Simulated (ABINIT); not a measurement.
# Al (P6_3/mmc) in ABINIT: further runs, part 2 of 2

ABINIT 10.8.3 (patched build). The steps go on from the part before.

## Step 3: Single point, PBE

Input file run.abi:

```
pp_dirpath "./"
pseudos "Al.upf"

acell 2.8124553515 2.8124553515 4.86685 Angstrom
rprim
     1.0000000000     0.0000000000     0.0000000000
    -0.5000000000     0.8660254038     0.0000000000
     0.0000000000     0.0000000000     1.0000000000
ntypat 1
znucl 13
natom 2
typat 1 1
xred
     0.3333333333     0.6666666667     0.2500000000
     0.6666666667     0.3333333333     0.7500000000

ecut 20.0

kptopt 1
ngkpt 11 11 6
nshiftk 1
shiftk 0.0 0.0 0.0

ixc 11

nband 7
occopt 3
tsmear 0.05 eV

nstep 100
tolvrs 1.0e-10

iomode 3
prtwf 0
prtden 0
prteig 0
prtebands 0
```

Potentials or basis: PseudoDojo NC SR PBE v0.4 stringent.

Started as:

```bash
abinit run.abi > log 2>&1
```

run.abo:

```text
.Version 10.8.3 of ABINIT
 Symmetries : space group P6_3/m m c (#194); Bravais hP (primitive hexag.)
================================================================================
 Values of the parameters that define the memory need of the present run
     intxc =       0    ionmov =       0      iscf =       7    lmnmax =       6
     lnmax =       6     mgfft =      40  mpssoang =       3    mqgrid =    3001
     natom =       2  nloc_mem =       1    nspden =       1   nspinor =       1
    nsppol =       1      nsym =      24    n1xccc =    2501    ntypat =       1
    occopt =       3   xclevel =       2
       mpw =         984          nfft =       23040          nkpt =          64
================================================================================
================================================================================

--------------------------------------------------------------------------------
------------- Echo of variables that govern the present computation ------------
--------------------------------------------------------------------------------
 -outvars: echo values of preprocessed input variables --------
            acell      5.3147703557E+00  5.3147703557E+00  9.1970135959E+00 Bohr
              amu      2.69815390E+01
             ecut      2.00000000E+01 Hartree
                       outvar_i_n : Printing only first  50 k-points.
              ixc          11
                       outvar_i_n : Printing only first  50 k-points.
         kptrlatt       11    0    0      0   11    0      0    0    6
          kptrlen      5.51820816E+01
            natom           2
            nband           7
            ngfft          24      24      40
             nkpt          64
            nstep         100
             nsym          24
           ntypat           1
                       prtocc : prtvol=0, do not print more k-points.
           occopt           3
           prtden           0
        prtebands           0
           prteig           0
            prtwf           0
            rprim      1.0000000000E+00  0.0000000000E+00  0.0000000000E+00
                      -5.0000000000E-01  8.6602540380E-01  0.0000000000E+00
                       0.0000000000E+00  0.0000000000E+00  1.0000000000E+00
          spgroup         194
           tolvrs      1.00000000E-10
           tsmear      1.83746611E-03 Hartree
            typat      1  1
                       outvars : Printing only first  50 k-points.
[... 113 lines left out ...]

 cartesian coordinates (angstrom) at end:
    1      0.00000000000000     1.62377185430151     1.21671250000000
    2      1.40622767575000     0.81188592715075     3.65013750000000

 cartesian forces (hartree/bohr) at end:
    1      0.00000000000000    -0.00000000000000    -0.00000000000000
    2     -0.00000000000000     0.00000000000000    -0.00000000000000
 frms,max,avg= 9.6737094E-30 1.5832323E-29   0.000E+00  0.000E+00  0.000E+00 h/b

 cartesian forces (eV/Angstrom) at end:
    1      0.00000000000000    -0.00000000000000    -0.00000000000000
    2     -0.00000000000000     0.00000000000000    -0.00000000000000
 frms,max,avg= 4.9744214E-28 8.1413080E-28   0.000E+00  0.000E+00  0.000E+00 e/A
 length scales=  5.314770355679  5.314770355679  9.197013595874 bohr
              =  2.812455351500  2.812455351500  4.866850000000 angstroms
 Fermi (or HOMO) energy (hartree) =   0.25193   Average Vxc (hartree)=  -0.36284
 Eigenvalues (hartree) for nkpt=  64  k points:
 kpt#   1, nband=  7, wtk=  0.00138, kpt=  0.0000  0.0000  0.0000 (reduced coord)
  -0.15567    0.06507    0.07350    0.66106    0.67108    0.67655    0.67939
      occupation numbers for kpt#   1
   2.00000    2.00000    2.00000    0.00000    0.00000    0.00000    0.00000
 prteigrs : prtvol=0 or 1, do not print more k-points.

--- !EnergyTerms
iteration_state     : {dtset: 1, }
comment             : Components of total free energy in Hartree
kinetic             :  1.69855623803666E+00
hartree             :  7.53697232227241E-03
xc                  : -2.16158677642780E+00
Ewald energy        : -5.38209973353300E+00
psp_core            :  2.17693026799027E-01
local_psp           :  2.30192227785318E-01
non_local_psp       :  7.56775376576628E-01
internal            : -4.63293266844090E+00
'-kT*entropy'       : -1.66338768872326E-04
total_energy        : -4.63309900720977E+00
total_energy_eV     : -1.26073046601056E+02
band_energy         :  5.37592752059259E-01
...

 Cartesian components of stress tensor (hartree/bohr^3)
  sigma(1 1)= -4.95976005E-05  sigma(3 2)=  0.00000000E+00
  sigma(2 2)= -4.95976005E-05  sigma(3 1)=  0.00000000E+00
  sigma(3 3)=  1.06597662E-04  sigma(2 1)=  0.00000000E+00

-Cartesian components of stress tensor (GPa)         [Pressure= -7.2596E-02 GPa]
- sigma(1 1)= -1.45921179E+00  sigma(3 2)=  0.00000000E+00
- sigma(2 2)= -1.45921179E+00  sigma(3 1)=  0.00000000E+00
- sigma(3 3)=  3.13621148E+00  sigma(2 1)=  0.00000000E+00

== END DATASET(S) ==============================================================
================================================================================

 -outvars: echo values of variables after computation  --------
            acell      5.3147703557E+00  5.3147703557E+00  9.1970135959E+00 Bohr
           etotal     -4.6330990072E+00
            fcart      1.5832323429E-29 -5.4844777162E-30 -0.0000000000E+00
                      -1.5832323429E-29  5.4844777162E-30 -0.0000000000E+00
            rprim      1.0000000000E+00  0.0000000000E+00  0.0000000000E+00
                      -5.0000000000E-01  8.6602540380E-01  0.0000000000E+00
                       0.0000000000E+00  0.0000000000E+00  1.0000000000E+00
           strten     -4.9597600513E-05 -4.9597600546E-05  1.0659766160E-04
                       0.0000000000E+00  0.0000000000E+00  0.0000000000E+00
           xangst      2.7383668689E-17  1.6237718543E+00  1.2167125000E+00
                       1.4062276757E+00  8.1188592715E-01  3.6501375000E+00
             xred      3.3333333333E-01  6.6666666667E-01  2.5000000000E-01
                       6.6666666667E-01  3.3333333333E-01  7.5000000000E-01
 Calculation completed.
```

Run time: 5.5 s. Hardware: 1 thread of Intel Xeon 6975P-C (Granite Rapids), shared host; peak memory 0.06 GiB.

What came out:

```
Free energy                                           : -126.0730 eV
Pressure                                              : -0.1 GPa
Band gap on the k mesh                                : none (metal or under the smearing width)
Valence electrons inside the program's atomic spheres : Al 0.88 (radii [1.0584] Å)
```

Levels at points of the mesh, in eV from the Fermi level:
```
           k point  band 1  band 2  band 3  band 4  band 5  band 6  band 7
(0.00, 0.00, 0.00)  -11.09   -5.08   -4.86   11.13   11.41   11.55   11.63
(0.00, 0.00, 0.50)   -9.54   -9.54    2.36    2.36   12.45   12.45   12.45
```

## Step 4: Single point, PBE

run.abi is that of step 3.

Potentials or basis: PseudoDojo NC SR PBE v0.5 standard.

Started as:

```bash
abinit run.abi > log 2>&1
```

run.abo:

```text
.Version 10.8.3 of ABINIT
 Symmetries : space group P6_3/m m c (#194); Bravais hP (primitive hexag.)
================================================================================
 Values of the parameters that define the memory need of the present run
     intxc =       0    ionmov =       0      iscf =       7    lmnmax =       6
     lnmax =       6     mgfft =      40  mpssoang =       3    mqgrid =    3001
     natom =       2  nloc_mem =       1    nspden =       1   nspinor =       1
    nsppol =       1      nsym =      24    n1xccc =    2501    ntypat =       1
    occopt =       3   xclevel =       2
       mpw =         984          nfft =       23040          nkpt =          64
================================================================================
================================================================================

--------------------------------------------------------------------------------
------------- Echo of variables that govern the present computation ------------
[... 192 lines left out ...]
- sigma(2 2)= -1.45921179E+00  sigma(3 1)=  0.00000000E+00
- sigma(3 3)=  3.13621148E+00  sigma(2 1)=  0.00000000E+00

== END DATASET(S) ==============================================================
================================================================================

 -outvars: echo values of variables after computation  --------
            acell      5.3147703557E+00  5.3147703557E+00  9.1970135959E+00 Bohr
           etotal     -4.6330990072E+00
            fcart     -3.1664646859E-30  5.4844777162E-30 -0.0000000000E+00
                       3.1664646859E-30 -5.4844777162E-30 -0.0000000000E+00
            rprim      1.0000000000E+00  0.0000000000E+00  0.0000000000E+00
                      -5.0000000000E-01  8.6602540380E-01  0.0000000000E+00
                       0.0000000000E+00  0.0000000000E+00  1.0000000000E+00
           strten     -4.9597600522E-05 -4.9597600555E-05  1.0659766159E-04
                       0.0000000000E+00  0.0000000000E+00  0.0000000000E+00
           xangst      2.7383668689E-17  1.6237718543E+00  1.2167125000E+00
                       1.4062276757E+00  8.1188592715E-01  3.6501375000E+00
             xred      3.3333333333E-01  6.6666666667E-01  2.5000000000E-01
                       6.6666666667E-01  3.3333333333E-01  7.5000000000E-01
 Calculation completed.
```

It took 5.6 s on 1 thread of Intel Xeon 6975P-C (Granite Rapids), shared host; peak memory 0.06 GiB.

Results:

| Quantity | Value |
| --- | --- |
| Free energy | -126.0730 eV |
| Pressure | -0.1 GPa |
| Band gap on the k mesh | none (metal or under the smearing width) |
| Valence electrons inside the program's atomic spheres | Al 0.88 (radii [1.0584] Å) |

Levels at points of the mesh, in eV from the Fermi level:
| k point | band 1 | band 2 | band 3 | band 4 | band 5 | band 6 |
| --- | --- | --- | --- | --- | --- | --- |
| (0.00, 0.00, 0.00) | -11.09 | -5.08 | -4.86 | 11.13 | 11.41 | 11.55 |
| (0.00, 0.00, 0.50) | -9.54 | -9.54 | 2.36 | 2.36 | 12.45 | 12.45 |

## Step 5: Single point, PBE

run.abi is that of step 4.

Potentials or basis: PseudoDojo NC SR PBE v0.5 stringent.

Started as:

```bash
abinit run.abi > log 2>&1
```

Wall time 5.6 s (1 thread of Intel Xeon 6975P-C (Granite Rapids), shared host); peak memory 0.06 GiB.

The run converged. Its results:

| Item | Value |
| --- | --- |
| Free energy | -126.0730 eV |
| Pressure | -0.1 GPa |
| Band gap on the k mesh | none (metal or under the smearing width) |
| Valence electrons inside the program's atomic spheres | Al 0.88 (radii [1.0584] Å) |

Stress tensor (GPa, compression positive):
```
 1.46  0.00  0.00
 0.00  1.46  0.00
 0.00  0.00 -3.14
```

Levels at points of the mesh, in eV from the Fermi level:
```
           k point  band 1  band 2  band 3  band 4  band 5  band 6
(0.00, 0.00, 0.00)  -11.09   -5.08   -4.86   11.13   11.41   11.55
(0.00, 0.00, 0.50)   -9.54   -9.54    2.36    2.36   12.45   12.45
```

## Step 6: Single point, PBE

Edit run.abi of step 5 so:

```diff
@@ -1,3 +1,3 @@
 pp_dirpath "./"
-pseudos "Al.upf"
+pseudos "Al_ONCV_PBE-1.2.upf"
 
@@ -16,3 +16,3 @@
 
-ecut 20.0
+ecut 35.0
 
@@ -25,3 +25,3 @@
 
-nband 7
+nband 15
 occopt 3
```

Potentials or basis: SG15 NC PBE v1.2.

Started as:

```bash
abinit run.abi > log 2>&1
```

Wall time 24 s (1 thread of Intel Xeon 6975P-C (Granite Rapids), shared host); peak memory 0.09 GiB.

It converged, with:

```
Free energy                                           : -3766.3273 eV
Pressure                                              : 0.1 GPa
Band gap on the k mesh                                : none (metal or under the smearing width)
Valence electrons inside the program's atomic spheres : Al 8.87 (radii [1.0584] Å)
```

Stress tensor (GPa, compression positive):
```
 1.64  0.00  0.00
 0.00  1.64  0.00
 0.00  0.00 -2.94
```

Levels at points of the mesh, in eV from the Fermi level:
```csv
k point,band 9,band 10,band 11,band 12,band 13,band 14,band 15
"(0.00, 0.00, 0.00)",-11.10,-5.09,-4.86,11.24,11.45,11.45,11.72
"(0.00, 0.00, 0.50)",-9.55,-9.55,2.37,2.37,12.56,12.56,12.56
```

## Step 7: Overview

| potentials or basis | cutoff (eV) | gap on the mesh (eV) | pressure (GPa) |
| --- | --- | --- | --- |
| PseudoDojo NC SR PBE v0.4.1 standard | 544 | none | -0.1 |
| PseudoDojo NC SR PBE v0.4 stringent | 544 | none | -0.1 |
| PseudoDojo NC SR PBE v0.5 standard | 544 | none | -0.1 |
| PseudoDojo NC SR PBE v0.5 stringent | 544 | none | -0.1 |
| SG15 NC PBE v1.2 | 952 | none | 0.1 |

Alike in all rows: task single point; level PBE; no spin polarisation; cell as given; k mesh 11 × 11 × 6; smearing fermi-dirac 0.05 eV.

Total energies depend on the potentials used, so only differences within one code and one set of settings carry meaning.
